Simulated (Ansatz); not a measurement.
A 6-atom cell of MgF2 started from a crystallographic database, relaxed with r2SCAN in the PAW code Ansatz: space group P4_2/mnm (No. 136), tetragonal; a = 4.622 Å, c = 3.046 Å in the conventional setting, 10.85 Å³ an atom. Mg has 6 F at 1.98–1.99 Å; F has 3 Mg at 1.98–1.99 Å. The primitive cell holds 6 atoms in 65.07 Å³. Spin-unpolarised throughout; all numbers are computed.

Computed values: PBE gives a gap of 7.16 eV and PBE0 (25 % exact exchange) 10.24 eV; one over PBE's mean ε∞ is 0.496. HSE06 (4×4×6) gives a least gap of 9.47 eV, direct. PBEsol's static dielectric constant, on its own cell and averaged over directions, is 5.4.

Question: What is the density?

Answer: The cell holds 2 Mg, 4 F: M = 2×24.305 + 4×18.998 = 124.60 u in V = 65.07 Å³. ρ = 1.66054 × M/V = 1.66054 × 124.60/65.07 = 3.180 g/cm³, for the static r2SCAN lattice.

Question: Taking the gap as linear in the share of unscreened exchange, estimate the gap of the hybrid whose share is 1/ε∞.

Answer: The slope is (10.24 − 7.16)/0.25 = 12.32 eV per unit share, so E_g ≈ 7.16 + 12.32 × 0.496 = 13.27 eV. The run with that share gives 13.33 eV (4×4×6 mesh), +0.06 eV from the straight line.

Question: At what wavelength does absorption set in by HSE06, excitons left aside?

Answer: λ = 1239.84 eV nm/E: 131 nm for the least gap. That lies in the ultraviolet, so by this gap the crystal is transparent to visible light.

Question: As a gate dielectric 3 nm thick, what equivalent oxide thickness and capacitance would it have, with 3.9 for amorphous SiO₂?

Answer: EOT = t × 3.9/κ = 3 × 3.9/5.4 = 2.17 nm; C/A = ε₀κ/t = 8.854 × 5.4/3 = 15.9 fF/µm². This takes the ideal crystal's mean κ, without interface layers; the tensor is anisotropic (4.8, 5.7, 5.7), so an oriented film differs.

The meshes of the hybrids are coarse, so their gaps aren't converged to the digits shown.

For a response run the program warns that the ground state's bands aren't all converged, so ε∞ carries an extra error.
